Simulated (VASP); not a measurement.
InP (a cell with a defect):

```
P In
1.0
     0.00000    8.79150    8.79150
     8.79150    0.00000    8.79150
     8.79150    8.79150    0.00000
P In
27 27
Direct
  0.00000 0.00000 0.00000
  0.25000 0.25000 0.25000
  0.25000 0.25000 0.58333
  0.25000 0.25000 0.91667
  0.25000 0.58333 0.25000
  0.25000 0.58333 0.58333
  0.25000 0.58333 0.91667
  0.25000 0.91667 0.25000
  0.25000 0.91667 0.58333
  0.25000 0.91667 0.91667
  0.58333 0.25000 0.25000
  0.58333 0.25000 0.58333
  0.58333 0.25000 0.91667
  0.58333 0.58333 0.25000
  0.58333 0.58333 0.58333
  0.58333 0.58333 0.91667
  0.58333 0.91667 0.25000
  0.58333 0.91667 0.58333
  0.58333 0.91667 0.91667
  0.91667 0.25000 0.25000
  0.91667 0.25000 0.58333
  0.91667 0.58333 0.25000
  0.91667 0.58333 0.58333
  0.91667 0.58333 0.91667
  0.91667 0.91667 0.25000
  0.91667 0.91667 0.58333
  0.91667 0.91667 0.91667
  0.00000 0.00000 0.33333
  0.00000 0.00000 0.66667
  0.00000 0.33333 0.00000
  0.00000 0.33333 0.33333
  0.00000 0.33333 0.66667
  0.00000 0.66667 0.00000
  0.00000 0.66667 0.33333
  0.00000 0.66667 0.66667
  0.33333 0.00000 0.00000
  0.33333 0.00000 0.33333
  0.33333 0.00000 0.66667
  0.33333 0.33333 0.00000
  0.33333 0.33333 0.33333
  0.33333 0.33333 0.66667
  0.33333 0.66667 0.00000
  0.33333 0.66667 0.33333
  0.33333 0.66667 0.66667
  0.66667 0.00000 0.00000
  0.66667 0.00000 0.33333
  0.66667 0.00000 0.66667
  0.66667 0.33333 0.00000
  0.66667 0.33333 0.33333
  0.66667 0.33333 0.66667
  0.66667 0.66667 0.00000
  0.66667 0.66667 0.33333
  0.66667 0.66667 0.66667
  0.91667 0.25000 0.91667
```

The cell isn't the ideal one: grid = ENCUT=650 dk=0.35 cell=3x3x3 ISMEAR=0 SIGMA=0.05 LREAL=Auto EDIFF=1e-07.

Base run:

```yaml
Program: VASP 6.6.1
Functional: LDA
Potentials_or_basis: VASP PAW LDA potentials, release 64 (P, In_d)
Cutoff: 650 eV
k_mesh: 2 × 2 × 2
Occupations: gaussian, width 0.05 eV
Spin: no spin polarisation
```

Its results: band gap on the k mesh none (metal or under the smearing width); pressure -0.8 GPa; largest force 1.495 eV/Å.

Q: The run is repeated on the same cell with these changes: functional from LDA to PBE; potentials or basis from VASP PAW LDA potentials, release 64 (P, In_d) to VASP PAW PBE potentials, release 64 (P, In_d). What comes out?

A: Band gap on the k mesh none (metal or under the smearing width); pressure 3.6 GPa; largest force 1.663 eV/Å.
